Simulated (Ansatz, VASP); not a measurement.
**Two plane-wave programs on Au**

```
CELL_PARAMETERS angstrom
0.00000 2.07826 2.07826
2.07826 0.00000 2.07826
2.07826 2.07826 0.00000
ATOMIC_POSITIONS crystal
Au 0.00000 0.00000 0.00000
```

Alike in both runs: task single point; functional PBE; k mesh 13 × 13 × 13; occupations fermi-dirac, width 0.01 eV; no spin polarisation.

```csv
,VASP,Ansatz
version,VASP 6.6.1,Ansatz 0.2.0
potentials or method,"VASP PAW PBE potentials, release 64 (Au)","plane waves (420 eV) with PAW, scalar-relativistic"
plane-wave cutoff (eV),520,420
valence electrons in the cell,11,19
```

VASP gave:

* pressure (GPa): -0.4

Q: What did Ansatz give for the same quantities?

A: Pressure (GPa): -0.2.

With one functional, cell and mesh, what is left measures potentials, basis and numerics. The two sets of potentials don't hold the same shells in valence.

The runs have no spin-orbit coupling, so splittings on Au are missing.
